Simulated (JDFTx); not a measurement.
Runs of JDFTx 1.7.0 (patched build) on GaAs. The structure is cubic, space group F-43m (No. 216). Conventional cell: a = 5.654 Å, b = 5.654 Å, c = 5.654 Å, α = 90.00°, β = 90.00°, γ = 90.00°. As (site symmetry -43m) has 4 Ga at 2.45 Å as nearest neighbours. Around Ga (site symmetry -43m) lie 4 As at 2.45 Å. 

```tsv
task	level	potentials or basis	cell	cutoff (eV)	smearing	band ratio of the Davidson solver	max SCF steps	SCF threshold on the energy	solver of the electrons	further solve for the empty bands	gap on the mesh (eV)	pressure (GPa)
single point	LDA	PseudoDojo-SR-LDA-0.4.1-standard with smoothed tails	the cell as VASP's run set it	1088	gaussian 0.05 eV	-	100	1e-09 Ha	scf	yes	0.28	-2.1
single point	LDA	PseudoDojo-SR-LDA-0.4.1-standard with smoothed tails	as given	1088	fermi-dirac 0.05 eV	-	100	1e-09 Ha	scf	yes	0.28	-2.1
single point	PBEsol	PseudoDojo-SR-PBEsol-0.4.1-standard with smoothed tails	as given	1143	fermi-dirac 0.05 eV	-	100	1e-09 Ha	scf	yes	(a)	0.3
single point	LDA	PseudoDojo-SR-LDA-0.4.1-standard with smoothed tails	as given	1088	gaussian 0.05 eV	-	100	1e-09 Ha	scf	yes	0.28	-2.1
```

Alike in all rows: no spin polarisation; k mesh 8 × 8 × 8.

Task: Estimate the missing entries.

Result: (a) 0.44.

A k mesh can miss the band edges, and the runs leave out spin-orbit coupling on As, Ga.
